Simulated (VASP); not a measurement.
# Native point defects of Co2Si, part 4 of 7

Wanted: a map of the native defects of Co2Si, all in one supercell and at one level. The start is a cell from a database of measured crystal structures.

VASP 6.6.1, plane waves and PAW; the level of theory is named at each step.

So far. Step 3 (Relax the host again, on a new basis): The run ended after 10 ionic steps, 0.002 eV below its first step, once forces and stress met EDIFFG = -0.03. Step 4 (The perfect supercell): The host is treated as a metal, as its relaxation found a gap under 0.3 eV or none, and only the neutral defect is run.

## Step 5: Reference Co

This step: PBEsol, spin-polarised from a ferromagnetic start; plane waves and PAW (Co) (VASP 6.6.1).

System of this step: Co. It takes space group P6_3/mmc (No. 194, hexagonal). The conventional cell has a = 2.510 Å, b = 2.510 Å, c = 4.071 Å, α = 90.00°, β = 90.00°, γ = 120.00°. Nearest to Co lie 12 Co at 2.50 to 2.51 Å.

The reference for Co is its crystal, relaxed at the cutoff of the large cell.

The input, INCAR:

```
SYSTEM = Co
PREC = Normal
ENCUT = 300
EDIFF = 1E-05
NELM = 120
ISMEAR = 1
SIGMA = 0.1
LREAL = Auto
ALGO = Fast
GGA = PS
NBANDS = 18
ISPIN = 2
MAGMOM = 1.7 1.7
LASPH = .TRUE.
LMAXMIX = 4
LORBIT = 11
LWAVE = .FALSE.
LCHARG = .FALSE.
KPAR = 8
IBRION = 2
NSW = 25
ISIF = 3
EDIFFG = -0.02
POTIM = 0.4
```

The input, POSCAR:

```
Co
1.0
    2.5100000000      0.0000000000      0.0000000000
   -1.2550000000      2.1737237635      0.0000000000
    0.0000000000      0.0000000000      4.0712200000
Co
2
Direct
    0.0000000000      0.0000000000      0.0000000000
    0.3333333333      0.6666666667      0.5000000000
```

The input, KPOINTS:

```
Automatic mesh
0
Gamma
12 12 7
0 0 0
```

PAW data sets: Co (PBE family, release 64).

On the command line:

```console
mpirun -np 8 vasp_std
```

The program printed:

```text
[banner, memory and clock lines left out]
running    8 mpi-ranks, on    1 nodes
 distrk:  each k-point on    1 cores,    8 groups
 distr:  one band on    1 cores,    1 groups

 POSCAR found type information on POSCAR Co
 POSCAR found :  1 types and       2 ions
|                                                                             |
|           W    W    AA    RRRRR   N    N  II  N    N   GGGG   !!!           |
|           W    W   A  A   R    R  NN   N  II  NN   N  G    G  !!!           |
|           W    W  A    A  R    R  N N  N  II  N N  N  G       !!!           |
|           W WW W  AAAAAA  RRRRR   N  N N  II  N  N N  G  GGG   !            |
|           WW  WW  A    A  R   R   N   NN  II  N   NN  G    G                |
|           W    W  A    A  R    R  N    N  II  N    N   GGGG   !!!           |
|                                                                             |
|     For optimal performance we recommend to set                             |
|       NCORE = 2 up to number-of-cores-per-socket                            |
|     NCORE specifies how many cores store one orbital (NPAR=cpu/NCORE).      |
|     This setting can greatly improve the performance of VASP for DFT.       |
|     The default, NCORE=1 might be grossly inefficient on modern             |
|     multi-core architectures or massively parallel machines. Do your        |
|     Unfortunately you need to use the default for GW and RPA                |
|     calculations (for HF NCORE is supported but not extensively tested      |
|     yet).                                                                   |
|                                                                             |

|                                                                             |
|               ----> ADVICE to this user running VASP <----                  |
|                                                                             |
|     You have a (more or less) 'small supercell' and for smaller cells       |
|     it is recommended to use the reciprocal-space projection scheme!        |
|     The real-space optimization is not efficient for small cells and it     |
|     is also less accurate ...                                               |
|     Therefore, set LREAL=.FALSE. in the INCAR file.                         |
|                                                                             |

 [... a notice as in an earlier step ...]

 LDA part: xc-table for (Slater+PW92), standard interpolation
 POSCAR, INCAR and KPOINTS ok, starting setup
 FFT: planning ... GRIDC
 FFT: planning ... GRID_SOFT
 FFT: planning ... GRID
 WAVECAR not read
 entering main loop
       N       E                     dE             d eps       ncg     rms          rms(c)
DAV:   1     0.567715590811E+02    0.56772E+02   -0.53313E+03  5928   0.820E+02
DAV:   2    -0.158140764876E+02   -0.72586E+02   -0.65745E+02  5504   0.182E+02
DAV:   3    -0.179266733791E+02   -0.21126E+01   -0.20617E+01  6204   0.393E+01
DAV:   4    -0.179595657167E+02   -0.32892E-01   -0.32877E-01  6966   0.415E+00
DAV:   5    -0.179603134017E+02   -0.74768E-03   -0.74766E-03  6190   0.558E-01    0.152E+01
RMM:   6    -0.159602251323E+02    0.20001E+01   -0.10794E+01  5472   0.368E+01    0.807E+00
RMM:   7    -0.154556048162E+02    0.50462E+00   -0.13890E+00  5472   0.143E+01    0.405E+00
RMM:   8    -0.154282917140E+02    0.27313E-01   -0.29787E-02  5534   0.116E+00    0.173E+00
RMM:   9    -0.154142663679E+02    0.14025E-01   -0.86678E-03  5797   0.510E-01    0.567E-01
RMM:  10    -0.154142109285E+02    0.55439E-04   -0.12087E-03  5720   0.293E-01    0.342E-01
RMM:  11    -0.154140967539E+02    0.11417E-03   -0.50233E-04  5510   0.199E-01    0.460E-02
RMM:  12    -0.154140896127E+02    0.71412E-05   -0.19483E-04  5773   0.844E-02    0.320E-02
RMM:  13    -0.154140860988E+02    0.35139E-05   -0.26268E-05  4217   0.450E-02
   1 F= -.15414086E+02 E0= -.15413916E+02  d E =-.154141E+02  mag=     3.2797
 curvature:   0.00 expect dE= 0.000E+00 dE for cont linesearch  0.000E+00
 trial: gam= 0.00000 g(F)=  0.176E-45 g(S)=  0.286E+00 ort = 0.000E+00 (trialstep = 0.100E+01)
 search vector abs. value=  0.286E+00
 bond charge predicted
       N       E                     dE             d eps       ncg     rms          rms(c)
DAV:   1    -0.190345137684E+02   -0.36204E+01   -0.31074E+01  5750   0.917E+01    0.165E+01
RMM:   2    -0.159077958130E+02    0.31267E+01   -0.81388E+00  5472   0.344E+01    0.906E+00
RMM:   3    -0.155496536515E+02    0.35814E+00   -0.89977E-01  5477   0.115E+01    0.445E+00
RMM:   4    -0.154846900828E+02    0.64964E-01   -0.38964E-02  5650   0.150E+00    0.147E+00
RMM:   5    -0.154428417905E+02    0.41848E-01   -0.11084E-02  5762   0.836E-01    0.365E-01
RMM:   6    -0.154422534544E+02    0.58834E-03   -0.29454E-03  5589   0.603E-01    0.141E-01
RMM:   7    -0.154424342516E+02   -0.18080E-03   -0.12624E-03  6205   0.182E-01    0.772E-02
RMM:   8    -0.154424408052E+02   -0.65536E-05   -0.10098E-04  5304   0.614E-02    0.267E-02
RMM:   9    -0.154424403228E+02    0.48240E-06   -0.15826E-05  4050   0.254E-02
   2 F= -.15442440E+02 E0= -.15442904E+02  d E =-.283542E-01  mag=     2.9750
[...]
3 F= -.15492831E+02 E0= -.15492607E+02  d E =-.787449E-01  mag=     3.1021
[...]
4 F= -.15492747E+02 E0= -.15492530E+02  d E =-.786610E-01  mag=     3.1095
[...]
5 F= -.15492844E+02 E0= -.15492611E+02  d E =-.965102E-04  mag=     3.1093
[...]
6 F= -.15492845E+02 E0= -.15492602E+02  d E =-.981708E-04  mag=     3.1094
 curvature:  -0.75 expect dE=-0.245E-03 dE for cont linesearch -0.344E-05
 trial: gam= 0.13717 g(F)=  0.153E-47 g(S)=  0.328E-03 ort =-0.265E-04 (trialstep = 0.498E+00)
 search vector abs. value=  0.323E-03
 bond charge predicted
       N       E                     dE             d eps       ncg     rms          rms(c)
DAV:   1    -0.154939164825E+02   -0.10699E-02   -0.86022E-03  5788   0.162E+00    0.253E-01
RMM:   2    -0.154931029146E+02    0.81357E-03   -0.23873E-03  5472   0.574E-01    0.152E-01
RMM:   3    -0.154929653209E+02    0.13759E-03   -0.26253E-04  5425   0.191E-01    0.721E-02
RMM:   4    -0.154929508584E+02    0.14462E-04   -0.10479E-05  3454   0.254E-02    0.244E-02
RMM:   5    -0.154929427717E+02    0.80867E-05   -0.28673E-06  3202   0.127E-02
   7 F= -.15492943E+02 E0= -.15492694E+02  d E =-.975111E-04  mag=     3.1001
 trial-energy change:   -0.000098  1 .order   -0.000068   -0.000162    0.000026
 step:   0.4285(harm=  0.4285)  dis= 0.00000  next Energy=   -15.492915 (dE=-0.694E-04)
 reached required accuracy - stopping structural energy minimisation
```

Elapsed: 19 s, on 8 MPI ranks of AMD EPYC 7R43, shared host; peak memory 0.8 GiB; 2.4 min of CPU time.

OUTCAR, selected parts (step 5):

```text
   k-points           NKPTS =     76   k-points in BZ     NKDIM =     76   number of bands    NBANDS=     18

   ENCUT  =  300.0 eV  22.05 Ry    4.70 a.u.   3.54  3.54  5.75*2*pi/ulx,y,z

   NELECT =      18.0000    total number of electrons

 E-fermi :  10.7901

 spin component 1
 k-point     1 :       0.0000    0.0000    0.0000
  band No.  band energies     occupation
    ...
      8       8.8874      1.00000
      9       8.8874      1.00000
     10      10.0998      1.00000
     11      10.0998      1.00000
     12      10.6732      1.03495
     13      17.6481      0.00000
     14      33.0942      0.00000
     15      36.1324      0.00000
     16      36.1324      0.00000
     17      36.3836      0.00000
    ...

 k-point     2 :       0.0833   -0.0000    0.0000
  band No.  band energies     occupation
    ...
      7       8.6243      1.00000
      8       8.7179      1.00000
      9       8.8097      1.00000
     10       9.2219      1.00000
     11      10.1335      1.00000
     12      11.8862     -0.00000
     13      17.6863      0.00000
     14      31.4092      0.00000
     15      33.8042      0.00000
     16      33.9245      0.00000
    ...

  Total        0.0016609      0.0016609      0.0348612      0.0000000      0.0000000      0.0000000
  in kB        0.1289176      0.1289176      2.7059658      0.0000000      0.0000000      0.0000000
  external PRESSURE =       0.9879337 kB  Pullay stress =       0.0000000 kB

 POSITION                                       TOTAL-FORCE (eV/Angst)
 -----------------------------------------------------------------------------------
      0.00000      0.00000      0.00000         0.000000     -0.000000      0.000000
     -0.00000      1.41721      1.97779        -0.000000      0.000000     -0.000000
 -----------------------------------------------------------------------------------
    total drift:                               -0.000000      0.000000     -0.000000

  FREE ENERGIE OF THE ION-ELECTRON SYSTEM (eV)
  ---------------------------------------------------
  free  energy   TOTEN  =       -15.4929427717 eV

  energy  without entropy=      -15.4921951624  energy(sigma->0) =      -15.49269357

 magnetization (x)
# of ion       s       p       d       tot
------------------------------------------
    1       -0.015  -0.051   1.623   1.556
    2       -0.015  -0.051   1.623   1.556
--------------------------------------------------
tot         -0.030  -0.102   3.245   3.113

[... 1 part as in an earlier step ...]

[... 20 further parts left out ...]
```

CONTCAR:

```
Co
   1.00000000000000
     2.4546804568900309    0.0000000000000000    0.0000000000000000
    -1.2273402284450154    2.1258156338409480    0.0000000000000000
    -0.0000000000000000   -0.0000000000000000    3.9555758701804020
  Co
     2
Direct
     0.0000000000000000    0.0000000000000000    0.0000000000000000
     0.3333333332999970    0.6666666667000030    0.5000000000000000
```

The run keeps the 24 symmetry operations of its start, so it cannot find a distortion of lower symmetry.

Step by step:

```
step  energy less that of the first step (eV)  largest force (eV/Å)  pressure (GPa)  volume (Å³)
   1                                   0.0000                0.0000          -16.00        22.21
   2                                  -0.0284                0.0000           15.41        19.48
   3                                  -0.0787                0.0000            0.03        20.66
   4                                  -0.0787                0.0000           -0.53        20.69
   5                                  -0.0788                0.0000           -0.56        20.69
   6                                  -0.0788                0.0000           -0.58        20.69
   7                                  -0.0789                0.0000            0.10        20.64
```

```
conventional cell, symmetrised  before  after  change
                         a (Å)   2.510  2.455  -2.2 %
                         b (Å)   2.510  2.455  -2.2 %
                         c (Å)   4.071  3.956  -2.8 %
              volume (Å³/atom)   11.11  10.32  -7.1 %
```

Final coordinates:

```
Co
1.0
     2.45468    0.00000    0.00000
    -1.22734    2.12582    0.00000
     0.00000    0.00000    3.95558
Co
2
Direct
  0.00000 0.00000 0.00000
  0.33333 0.66667 0.50000
```

This step gave:

| Item | Value |
| --- | --- |
| electronic cycles | 47 |
| electrons | 18 |
| free energy (TOTEN) | -15.49 eV |
| energy at zero smearing | -15.49 eV |
| Fermi energy | 10.79 eV |
| moment of the cell, from the last line of the log | 3.100 μB |

Spin moment in the PAW sphere by atom:

```
atom  spin moment in the PAW sphere (μB)
 Co1                                1.56
 Co2                                1.56
```

The run ended after 7 ionic steps, 0.079 eV below its first step, once forces and stress met EDIFFG = -0.02.

Energy at zero smearing: -15.49269 eV.

## Step 6: Reference Si

This step: PBEsol; plane waves and PAW (Si) (VASP 6.6.1).

System of this step: Si. Symmetry: Fd-3m, No. 227, cubic system. The conventional cell has a = 5.430 Å, b = 5.430 Å, c = 5.430 Å, α = 90.00°, β = 90.00°, γ = 90.00°. Si has 4 Si at 2.35 Å nearest.

The reference for Si is its crystal, relaxed at the cutoff of the large cell.

The input, INCAR:

```
SYSTEM = Si
PREC = Normal
ENCUT = 300
EDIFF = 1E-05
NELM = 120
ISMEAR = 0
SIGMA = 0.1
LREAL = Auto
ALGO = Fast
GGA = PS
NBANDS = 10
LORBIT = 11
LWAVE = .FALSE.
LCHARG = .FALSE.
KPAR = 8
IBRION = 2
NSW = 25
ISIF = 3
EDIFFG = -0.02
POTIM = 0.4
```

The input, POSCAR:

```
Si
1.0
    0.0000000000      2.7150000000      2.7150000000
    2.7150000000      0.0000000000      2.7150000000
    2.7150000000      2.7150000000      0.0000000000
Si
2
Direct
    0.0000000000      0.0000000000      0.0000000000
    0.2500000000      0.2500000000      0.2500000000
```

The input, KPOINTS:

```
Automatic mesh
0
Gamma
9 9 9
0 0 0
```

The projector-augmented-wave data sets are Si (PBE family, release 64).

On the command line:

```console
mpirun -np 8 vasp_std
```

The program printed:

```text
[banner, memory and clock lines left out]
running    8 mpi-ranks, on    1 nodes
 distrk:  each k-point on    1 cores,    8 groups
 distr:  one band on    1 cores,    1 groups

 POSCAR found type information on POSCAR Si
 POSCAR found :  1 types and       2 ions
 [... a notice as in an earlier step ...]

 [... a notice as in an earlier step ...]

 [... a notice as in an earlier step ...]

 LDA part: xc-table for (Slater+PW92), standard interpolation
 POSCAR, INCAR and KPOINTS ok, starting setup
 FFT: planning ... GRIDC
 FFT: planning ... GRID_SOFT
 FFT: planning ... GRID
 WAVECAR not read
 entering main loop
       N       E                     dE             d eps       ncg     rms          rms(c)
DAV:   1     0.534401980740E+00    0.53440E+00   -0.24565E+03   700   0.402E+02
DAV:   2    -0.114087576510E+02   -0.11943E+02   -0.11438E+02  1014   0.685E+01
DAV:   3    -0.117110074454E+02   -0.30225E+00   -0.30149E+00   882   0.951E+00
DAV:   4    -0.117129392583E+02   -0.19318E-02   -0.19316E-02   880   0.913E-01
DAV:   5    -0.117129508696E+02   -0.11611E-04   -0.11611E-04   868   0.619E-02    0.506E+00
RMM:   6    -0.115588398628E+02    0.15411E+00   -0.47898E-02   700   0.111E+00    0.304E+00
RMM:   7    -0.114885838076E+02    0.70256E-01   -0.98512E-02   704   0.169E+00    0.202E-01
RMM:   8    -0.114893187723E+02   -0.73496E-03   -0.56427E-03   700   0.513E-01    0.825E-02
RMM:   9    -0.114894276220E+02   -0.10885E-03   -0.91848E-04   700   0.202E-01    0.844E-02
RMM:  10    -0.114894608995E+02   -0.33277E-04   -0.18375E-04   700   0.970E-02    0.174E-02
RMM:  11    -0.114894630764E+02   -0.21769E-05   -0.42016E-05   627   0.469E-02
   1 F= -.11489463E+02 E0= -.11489462E+02  d E =-.114895E+02
 curvature:   0.00 expect dE= 0.000E+00 dE for cont linesearch  0.000E+00
 trial: gam= 0.00000 g(F)=  0.330E-45 g(S)=  0.540E-04 ort = 0.000E+00 (trialstep = 0.100E+01)
 search vector abs. value=  0.540E-04
 reached required accuracy - stopping structural energy minimisation
```

Elapsed: 1.4 s, on 8 MPI ranks; peak memory 0.65 GiB.

Parts of OUTCAR (step 6):

```text
   k-points           NKPTS =     35   k-points in BZ     NKDIM =     35   number of bands    NBANDS=     10

   ENCUT  =  300.0 eV  22.05 Ry    4.70 a.u.   5.42  5.42  5.42*2*pi/ulx,y,z

   NELECT =       8.0000    total number of electrons

 E-fermi :   6.0239

 k-point     1 :       0.0000    0.0000    0.0000
  band No.  band energies     occupation
      1      -6.1988      2.00000
      2       5.7981      1.99860
      3       5.7981      1.99859
      4       5.7981      1.99859
      5       8.3173      0.00000
      6       8.3173      0.00000
      7       8.3173      0.00000
      8       9.1245      0.00000
      9      13.5132      0.00000
    ...

  Total        0.0305496      0.0305496      0.0305496     -0.0000000      0.0000000     -0.0000000
  in kB        1.2228606      1.2228606      1.2228606     -0.0000000      0.0000000     -0.0000000
  external PRESSURE =       1.2228606 kB  Pullay stress =       0.0000000 kB

 POSITION                                       TOTAL-FORCE (eV/Angst)
 -----------------------------------------------------------------------------------
      0.00000      0.00000      0.00000        -0.000000     -0.000000     -0.000000
      1.35750      1.35750      1.35750         0.000000      0.000000      0.000000
 -----------------------------------------------------------------------------------
    total drift:                                0.000000      0.000000      0.000000

  FREE ENERGIE OF THE ION-ELECTRON SYSTEM (eV)
  ---------------------------------------------------
  free  energy   TOTEN  =       -11.4894630764 eV

  energy  without entropy=      -11.4894601698  energy(sigma->0) =      -11.48946162

[... 1 part as in an earlier step ...]

[... 15 further parts left out ...]
```

The gap is read on the k-mesh alone, so it is an upper bound where the band edges lie off the mesh. The run keeps the 48 symmetry operations of its start, so it cannot find a distortion of lower symmetry.

Little changed from the start: no atom moved by 0.005 Å and no cell edge by 0.1 %.

This step gave:

```
electronic cycles                               : 11
electrons                                       : 8
free energy (TOTEN)                             : -11.49 eV
Fermi energy                                    : 6.024 eV
labelled metallic, from the levels on this mesh : no
gap on the k-mesh                               : 0.4654 eV
least direct gap on the k-mesh                  : 2.519 eV
```

The start already met the threshold, so nothing moved.

Energy at zero smearing: -11.48946 eV.

[end of part 4 of 7]

[Lines on the potential files, build, host, timing and source positions are cut from VASP's logs without a mark.]

[Logs are printed without paths, hosts, clocks, repeated set-up lines and the standing remarks that a program may print on its own settings, such as how far it seeks lower states.]

[Hosts, paths, dates, database ids (printed as entryN), source tags and the programs' standing remarks are cut or masked in the printed files.]

[In band tables of VASP the shares of atoms and orbitals are scaled to a sum of 1 inside the atoms' spheres.]

[Runs that stopped without an error message from VASP are left out.]
